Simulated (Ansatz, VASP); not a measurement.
# Two plane-wave programs on Ge

```
Ge
1.0
     2.40945   -3.91123    0.00000
     2.40945    3.91123    0.00000
     0.00000    0.00000    4.78318
Ge
4
Cartesian
  2.4094 2.6530 0.4469
  2.4094 -1.2582 1.9447
  2.4094 -2.6530 4.3363
  2.4094 1.2582 2.8385
```

Alike in both runs: functional PBE; k mesh 4 × 4 × 4; occupations gaussian, width 0.1 eV; no spin polarisation.

Ansatz relaxed the structure, and its values are those at the end. VASP's run is a single point on that final structure, the one shown.

|  | VASP | Ansatz |
| --- | --- | --- |
| version | VASP 6.6.1 | Ansatz 0.2.0 |
| potentials or method | VASP PAW PBE potentials, release 64 (Ge_d) | scalar-relativistic, plane waves, PAW |
| plane-wave cutoff (eV) | 520 | 420 |
| valence electrons in the cell | 56 | 56 |

|  | VASP | Ansatz | Ansatz less VASP |
| --- | --- | --- | --- |
| gap on the k mesh at the Fermi level (eV) | none | none | - |
| pressure (GPa) | -0.4 | -0.4 | +0.03 |
| rms of the force components (eV/Å) | 0.023 | 0.022 | -0.0002 |

A gap of «none» marks a metal or a gap that the smearing closes. The functional is the same, so the differences come from potentials, cutoffs and numerics.

Caveats: the k mesh is coarse (spacing up to 0.38 Å⁻¹), so the values aren't converged.
